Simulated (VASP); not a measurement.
# Ce (Fm-3m) in VASP: notebook

Runs on Ce. Level: r2SCAN. Tasks: single point.

Everything below comes from runs of VASP 6.6.1. Logs are shortened: lines on timing, memory, paths and dates and some standing lists are left out, and cuts for length are marked.

## 1. The structure

It takes space group Fm-3m (No. 225, cubic). The conventional cell has a = 5.161 Å, b = 5.161 Å, c = 5.161 Å, α = 90.00°, β = 90.00°, γ = 90.00°. Ce (site symmetry m-3m) has 12 Ce at 3.65 Å as nearest neighbours.

## 2. Single point, r2SCAN, collinear spin, ferromagnetic start

The input, INCAR:

```
  PREC = Accurate
  ENCUT = 250
  EDIFF = 1E-6
  ISMEAR = 1
  SIGMA = 0.15
  LREAL = False
  LASPH = True
  NELM = 100
  ALGO = Normal
  ISIF = 2
  LWAVE = False
  LCHARG = False
  ISPIN = 2
  MAGMOM = 1
  LORBIT = 11
  LMAXMIX = 6
  METAGGA = R2SCAN
  LMIXTAU = True
  NBANDS = 16
  ADDGRID = False
```

The input, KPOINTS:

```
Automatic mesh
0
Gamma
  3 3 3
```

The input, POSCAR:

```
Ce
1.0
   -0.0014590000      2.6450560000      2.5959010000
    2.4929090000     -0.0085020000      2.6029440000
    2.4890890000      2.6482780000     -0.0046820000
Ce
1
Direct
    0.0101940000     -0.0185160000      0.0163130000
```

Potentials or basis: VASP PAW PBE potentials, release 64 (Ce).

Command:

```sh
cat potpaw_PBE.64/Ce/POTCAR > POTCAR
mpirun -np 1 vasp_std > vasp.out
```

OUTCAR:

```text
PREC = Accurate
   ENCUT = 250
   EDIFF = 1E-6
   ISMEAR = 1
   LREAL = False
   LASPH = True
   NELM = 100
   ISIF = 2
   ISPIN = 2
   LORBIT = 11
   METAGGA = R2SCAN

 Found     14 irreducible k-points:

 Following reciprocal coordinates:
            Coordinates               Weight
  0.000000  0.000000  0.000000      1.000000
  0.333333  0.000000  0.000000      2.000000
  0.000000  0.333333 -0.000000      2.000000
  0.333333  0.333333 -0.000000      2.000000
 -0.333333  0.333333 -0.000000      2.000000
 -0.000000 -0.000000  0.333333      2.000000
   k-points           NKPTS =     14   k-points in BZ     NKDIM =     14   number of bands    NBANDS=     16
   number of dos      NEDOS =    301   number of ions     NIONS =      1
   total plane-waves  NPLWV =   8000
   dimension x,y,z NGX =    20 NGY =   20 NGZ =   20
   dimension x,y,z NGXF=    40 NGYF=   40 NGZF=   40
   ions per type =               1
   NGX,Y,Z   is equivalent  to a cutoff of   8.97,  9.23,  9.15 a.u.
   NGXF,Y,Z  is equivalent  to a cutoff of  17.94, 18.45, 18.30 a.u.
 SYSTEM =  unknown system
   PREC   = accura    normal or accurate (medium, high low for compatibility)
   ISTART =      0    job   : 0-new  1-cont  2-samecut
   ICHARG =      2    charge: 1-file 2-atom 10-const
   ISPIN  =      2    spin polarized calculation?
   LNONCOLLINEAR =      F non collinear calculations
   LSORBIT =      F    spin-orbit coupling
   LASPH  =      T    aspherical Exc in radial PAW
   ENCUT  =  250.0 eV  18.37 Ry    4.29 a.u.   4.78  4.65  4.69*2*pi/ulx,y,z
   NELM   =    100;   NELMIN=  2; NELMDL= -5     # of ELM steps
   EDIFF  = 0.1E-05   stopping-criterion for ELM
   LREAL  =      F    real-space projection
   EDIFFG = 0.1E-04   stopping-criterion for IOM
   NSW    =      0    number of steps for IOM
   IBRION =     -1    ionic relax: 0-MD 1-quasi-New 2-CG
   NFREE  =      0    steps in history (QN), initial steepest desc. (CG)
   ISIF   =      2    stress and relaxation
   ISYM   =      2    0-nonsym 1-usesym 2-fastsym
   POTIM  = 0.5000    time-step for ionic-motion
   TEBEG  =    0.0;   TEEND  =   0.0 temperature during run
   PSTRESS=    0.0 pullay stress
   NELECT =      12.0000    total number of electrons
   NUPDOWN=      -1.0000    fix difference up-down
   EMIN   =  10.00;   EMAX   =-10.00  energy-range for DOS
   EFERMI =   0.00;   METHOD = LEGACY
   ISMEAR =     1;   SIGMA  =   0.15  broadening in eV -4-tet -1-fermi 0-gaus
   EFERMI_NEDOS =   21; number of points for ismear=-14 and -15
   IALGO  =     38    algorithm
   IMIX   =      4    mixing-type and parameters
     AMIX     =   0.40;   BMIX     =  1.00
     AMIX_MAG =   1.60;   BMIX_MAG =  1.00
  volume/ion in A,a.u.               =      34.37       231.95
  Fermi-wavevector in a.u.,A,eV,Ry     =   1.152757  2.178395 18.080093  1.328849
  Thomas-Fermi vector in A             =   2.289406
   LORBIT       =     11    0 simple, 1 ext, 2 COOP (PROOUT), +10 PAW based schemes
   METAGGA = R2SCAN    functional components
   LHFCALC =     F    Hartree Fock is set to
   AEXX    =    0.0000 exact exchange contribution
   IVDW    =     0    specifies the selected vdW correction
   LEPSILON=     F    determine dielectric tensor
   LRPA    =     F    only Hartree local field effects (RPA)
 spin polarized calculation
 Methfessel and Paxton  Order N= 1 SIGMA  =   0.15
  energy-cutoff  :      250.00
  volume of cell :       34.37
 maximum number of plane-waves:       321
   NGX =  9   NGY =  9   NGZ =  9

 number of electron      11.9999999 magnetization       1.5577985

 Free energy of the ion-electron system (eV)
  ---------------------------------------------------
  ext. energy  EPLUGINS =         0.00000000
  ---------------------------------------------------
  free energy    TOTEN  =       -30.86657940 eV

  energy without entropy =      -30.86410191  energy(sigma->0) =      -30.86575357

 E-fermi :   7.3708     XC(G=0): -10.6893

 val. band max:        7.2727365472   @ k =   0.0000   0.3333   0.3333
 cond. band min:       7.3859651872   @ k =   0.0000   0.3333  -0.0000
 fundamental gap:      0.1132286400
 Fermi energy:         7.3708206030

 spin component 1

 k-point     1 :       0.0000    0.0000    0.0000
  band No.  band energies     occupation
      1     -28.8331      1.00000
      2     -10.4461      1.00000
      3     -10.4283      1.00000
      4     -10.4093      1.00000
      5       3.1742      1.00000
      6       6.3729      1.00000
[... 8 lines left out ...]
     15       9.0353     -0.00000
     16      11.0078      0.00000
[... 77 lines left out ...]
 k-point     6 :      -0.0000   -0.0000    0.3333
  band No.  band energies     occupation
      1     -28.6535      1.00000
      2     -11.6190      1.00000
      3     -10.6151      1.00000
      4     -10.5196      1.00000
      5       4.8826      1.00000
      6       6.6764      1.00000
[... 8 lines left out ...]
     15       9.2255     -0.00000
     16      12.1247      0.00000

 [... further k-points ...]

 spin component 2

 k-point     1 :       0.0000    0.0000    0.0000
  band No.  band energies     occupation
      1     -28.1946      1.00000
      2      -9.9470      1.00000
      3      -9.9259      1.00000
      4      -9.9024      1.00000
      5       4.1173      1.00000
      6       8.6709     -0.00000
[... 8 lines left out ...]
     15       9.4406     -0.00000
     16      10.9907      0.00000
[... 77 lines left out ...]
 k-point     6 :      -0.0000   -0.0000    0.3333
  band No.  band energies     occupation
      1     -28.0150      1.00000
      2     -11.1101      1.00000
      3     -10.1186      1.00000
      4     -10.0159      1.00000
      5       5.7544      1.00000
      6       8.4026     -0.00000
[... 8 lines left out ...]
     15      10.1945     -0.00000
     16      12.4678      0.00000

 [... further k-points ...]

------------------------ aborting loop because EDIFF is reached ----------------------------------------

  FORCE on cell =-STRESS in cart. coord.  units (eV):
  Direction    XX          YY          ZZ          XY          YZ          ZX
  --------------------------------------------------------------------------------------
  -------------------------------------------------------------------------------------
  Total       -1.3627650     -2.0016760     -1.7786685      0.0151951      0.0031972     -0.0110966
  in kB      -63.5242366    -93.3065762    -82.9112552      0.7083062      0.1490329     -0.5172576
  external PRESSURE =     -79.9140227 kB  Pullay stress =       0.0000000 kB

 VOLUME and BASIS-vectors are now :
 -----------------------------------------------------------------------------
  energy-cutoff  :      250.00
  volume of cell :       34.37
      direct lattice vectors                 reciprocal lattice vectors
    -0.001459000  2.645056000  2.595901000    -0.200555131  0.188840357  0.192693816
     2.492909000 -0.008502000  2.602944000     0.200373936 -0.187990534  0.191662869
     2.489089000  2.648278000 -0.004682000     0.200954406  0.188389733 -0.191844065

 POSITION                                       TOTAL-FORCE (eV/Angst)
 -----------------------------------------------------------------------------------
      2.48734      0.06182      2.58113         0.000000      0.000000      0.000000
 -----------------------------------------------------------------------------------
    total drift:                               -0.000021      0.000030     -0.000244

  FREE ENERGIE OF THE ION-ELECTRON SYSTEM (eV)
  ---------------------------------------------------
  free  energy   TOTEN  =       -30.8665794001 eV

  energy  without entropy=      -30.8641019091  energy(sigma->0) =      -30.86575357

 total charge

# of ion       s       p       d       f       tot
--------------------------------------------------
    1        2.075   5.635   0.972   1.069   9.752

 magnetization (x)

# of ion       s       p       d       f       tot
--------------------------------------------------
    1        0.009   0.040   0.137   0.994   1.181
```

It took 27 s on 1 thread of AMD EPYC 9R45 (Zen 5), shared host; peak memory 0.11 GiB.

The run converged, but a check on its numbers failed (symmetry, net force, bounds or a known fault of this set-up), so they aren't taken as properties of the crystal.

Caveat: the k mesh is coarse (spacing up to 0.70 Å⁻¹), so the values aren't converged; the cutoff lies under the usual one of these potentials, so the numbers hold a large basis-set error; the magnetic or orbital state may not be the lowest; the PAW data sets were made with another functional, which shifts forces and pressure a little; spin-orbit coupling is left out, which moves the levels of the heavy elements.

## 3. Single point, r2SCAN, collinear spin, ferromagnetic start

INCAR: that of step 2 with these lines changed.

```diff
@@ -1,3 +1,3 @@
   PREC = Accurate
-  ENCUT = 250
+  ENCUT = 300
   EDIFF = 1E-6
```

KPOINTS is that of step 2.

The input, POSCAR:

```
Ce
1.0
    0.0000000000      2.5806000000      2.5806000000
    2.5806000000      0.0000000000      2.5806000000
    2.5806000000      2.5806000000      0.0000000000
Ce
1
Direct
    0.0000000000      0.0000000000      0.0000000000
```

Potentials or basis: VASP PAW PBE potentials, release 64 (Ce).

Command:

```sh
cat potpaw_PBE.64/Ce/POTCAR > POTCAR
mpirun -np 1 vasp_std > vasp.out
```

Run time: 17 s. Hardware: 1 thread of AMD EPYC 9R45 (Zen 5), shared host; peak memory 0.13 GiB.

These settings aren't checked as converged: the numbers below hold their error.

Results:

```
Free energy                                           : -30.8989 eV
Band gap on the k mesh                                : none (metal or under the smearing width)
Net moment                                            : 1.57 μB per cell
Site moments                                          : Ce +1.19 μB
Valence electrons inside the program's atomic spheres : Ce 9.76
```

Caveat: the k mesh is coarse (spacing up to 0.70 Å⁻¹), so the values aren't converged; the cutoff is under 1.25 times the usual one of these potentials, so pressure, stress and relaxed cells hold a basis-set (Pulay) error; the magnetic or orbital state may not be the lowest; the PAW data sets were made with another functional, which shifts forces and pressure a little; spin-orbit coupling is left out, which moves the levels of the heavy elements.

## 4. Single point, r2SCAN, collinear spin, ferromagnetic start

INCAR is that of step 3.

KPOINTS is that of step 3.

The input, POSCAR:

```
Ce
1.0
   -0.0014590000      2.6450560000      2.5959010000
    2.4929090000     -0.0085020000      2.6029440000
    2.4890890000      2.6482780000     -0.0046820000
Ce
1
Direct
    0.0101940000     -0.0185160000      0.0163130000
```

Command:

```sh
cat potpaw_PBE.64/Ce/POTCAR > POTCAR
mpirun -np 1 vasp_std > vasp.out
```

Run time: 32 s. Hardware: 1 thread of AMD EPYC 9R45 (Zen 5), shared host; peak memory 0.12 GiB.

The run converged, but some of its settings lie outside the range that counts as converged, so its numbers aren't taken as properties of the crystal.

What came out:

```
Free energy                                           : -30.8884 eV
Band gap on the k mesh                                : none (metal or under the smearing width)
Net moment                                            : 1.56 μB per cell
Site moments                                          : Ce +1.18 μB
Valence electrons inside the program's atomic spheres : Ce 9.76
```

Caveat: the k mesh is coarse (spacing up to 0.70 Å⁻¹), so the values aren't converged; the cutoff is under 1.25 times the usual one of these potentials, so pressure, stress and relaxed cells hold a basis-set (Pulay) error; the magnetic or orbital state may not be the lowest; the PAW data sets were made with another functional, which shifts forces and pressure a little; spin-orbit coupling is left out, which moves the levels of the heavy elements.

## 5. Single point, r2SCAN, collinear spin, ferromagnetic start

INCAR: that of step 4 with these lines changed.

```diff
@@ -1,3 +1,3 @@
   PREC = Accurate
-  ENCUT = 300
+  ENCUT = 350
   EDIFF = 1E-6
```

KPOINTS is that of step 4.

The input, POSCAR:

```
Ce
1.0
    0.0000000000      2.5806000000      2.5806000000
    2.5806000000      0.0000000000      2.5806000000
    2.5806000000      2.5806000000      0.0000000000
Ce
1
Direct
    0.0000000000      0.0000000000      0.0000000000
```

Command:

```sh
cat potpaw_PBE.64/Ce/POTCAR > POTCAR
mpirun -np 1 vasp_std > vasp.out
```

Wall time 17 s (1 thread of AMD EPYC 9R45 (Zen 5), shared host); peak memory 0.13 GiB.

These settings aren't checked as converged: the numbers below hold their error.

Results:

```
Free energy                                           : -30.9007 eV
Pressure                                              : -4.7 GPa
Band gap on the k mesh                                : none (metal or under the smearing width)
Net moment                                            : 1.57 μB per cell
Site moments                                          : Ce +1.19 μB
Valence electrons inside the program's atomic spheres : Ce 9.76
```

Caveat: the k mesh is coarse (spacing up to 0.70 Å⁻¹), so the values aren't converged; the magnetic or orbital state may not be the lowest; the PAW data sets were made with another functional, which shifts forces and pressure a little; spin-orbit coupling is left out, which moves the levels of the heavy elements.
